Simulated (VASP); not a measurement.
B: single point with PBEsol

Crystal: B.

```
B
1.0
     1.70243    0.00000    0.00000
    -0.85122    1.47435    0.00000
     0.00000    0.00000    3.63542
B
1
Direct
  0.00000 0.00000 0.00000
```

This isn't the form of B at room conditions, which is rhombohedral.

```
Program                : VASP 6.6.1
Task                   : single point
Functional             : PBEsol
Potentials or basis    : VASP PAW PBE potentials, release 64 (B)
Cutoff                 : 520 eV
k mesh                 : 14 × 14 × 6
Occupations            : fermi-dirac, width 0.15 eV
Spin                   : no spin polarisation
Dipole correction      : no
Further INCAR settings : ALGO = Normal; EDIFF = 1e-07; NBANDS = 8
```

```
Pressure               : 1.8 GPa
Band gap on the k mesh : none (metal or under the smearing width)
```

Stress tensor (GPa, compression positive):
```
2.34 0.00 0.00
0.00 2.34 0.00
0.00 0.00 0.63
```

Levels at points of the mesh, in eV from the Fermi level:
```
           k point  band 1  band 2  band 3  band 4  band 5  band 6  band 7
(0.00, 0.00, 0.00)  -17.38   -6.92    2.04   24.75   24.75   25.84   31.73
(0.50, 0.00, 0.00)   -9.04    1.03    6.14   14.36   15.96   17.71   19.48
(0.00, 0.00, 0.50)  -17.05   -8.86    8.72   13.55   24.76   24.76   45.60
(0.50, 0.00, 0.50)   -8.97    1.46    5.06   11.14   15.98   23.34   28.22
```

Run time: 9.2 s on 1 thread of AMD EPYC 7R43 64-Core Processor (Zen 3) (shared host), peak memory 0.08 GiB.

Caveat: the PAW data sets were made with another functional, which shifts forces and pressure a little.
